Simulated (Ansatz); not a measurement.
ZnS: a vibration from a frozen displacement

Computed with DFT r2SCAN, scalar-relativistic, plane waves, PAW in Ansatz. The runs took a 500 eV cutoff, a Γ-centred 4×4×4 mesh and Gaussian smearing (0.05 eV). No spin polarisation. Energies are free energies at this smearing, counted from the undisturbed cell; pressure is positive in compression.

The starting cell (as given, not relaxed at this level; it stands at -0.9 GPa):

```xyz
8
Lattice="5.4093 0.0000 0.0000 0.0000 -5.4093 0.0000 0.0000 0.0000 -5.4093" Properties=species:S:1:pos:R:3 pbc="T T T"
Zn    0.0000   -2.7046   -2.7046
Zn    2.7046    0.0000   -2.7046
Zn    2.7046   -2.7046    0.0000
Zn    0.0000    0.0000    0.0000
S     4.0570   -4.0570   -4.0570
S     1.3523   -1.3523   -4.0570
S     1.3523   -4.0570   -1.3523
S     4.0570   -1.3523   -1.3523
```

Atom 5 (S) is moved by x along the Cartesian unit vector (0.000, 1.000, 0.000); the cell and all other atoms stay fixed. The cell's volume is 158.28 Å³; the moved atoms weigh 32.060 u together and the others 357.700 u. Some rows repeat others by symmetry and weren't run.

```csv
x (Å),ΔE (meV/cell),total force on the moved atoms along the move (eV/Å),pressure (GPa)
-0.2000,181.87,1.8073,-0.4620
-0.1667,126.59,1.5123,-0.5831
-0.1333,81.07,1.2131,-0.6832
-0.1000,45.68,0.9122,-0.7610
-0.0667,20.34,0.6094,-0.8168
-0.0333,5.07,0.3046,-0.8506
0.0000,0.00,0.0000,-0.8618
0.0333,5.07,-0.3046,-0.8506
0.0667,20.34,-0.6094,-0.8168
0.1000,45.68,-0.9122,-0.7610
0.1333,81.07,-1.2131,-0.6832
0.1667,126.59,-1.5123,-0.5831
0.2000,181.87,-1.8073,-0.4620
```

Problem. What frequency belongs to this motion?

Solution. The force constant is k = −dF/dx = 9.147 eV/Å², from the parabola through x = -0.0333, 0 and 0.0333. In every cell the moved atoms swing against the rest, so the mass is μ = m₁m₂/(m₁ + m₂) = 29.423 u, and ν̃ = 521.5 cm⁻¹ × √(|k|/μ) = 291 cm⁻¹. The pattern needn't be a normal mode: ν̃² is then a weighted mean of the squared nonzero frequencies at the zone centre of this cell, taken without macroscopic field, so it lies between the lowest and the highest of them.

Problem. How far does the harmonic law reach?

Solution. At x = -0.200 Å, kx²/2 = 182.94 meV against the computed 181.87 meV (-0.6 %): the well is still close to harmonic there.

Problem. The pressure changes with x². What does that say about the frequency under compression?

Solution. With E = k(V)x²/2, k ∝ V^(−2γ) and x scaling with the cell as V^(1/3), P − P0 = −∂E/∂V = (2γ − 2/3) ΔE/V. At x = 0.0667 Å, V(P − P0) = 158.28 × 0.04496 / 160.2 eV = 44.42 meV and ΔE = 20.34 meV, so γ = 1/3 + V(P − P0)/(2ΔE) = 1.43. This is the Grüneisen parameter of the motion under uniform scaling of the cell: shrinking the cell evenly by 1 % in volume raises the frequency by about 1.43 %.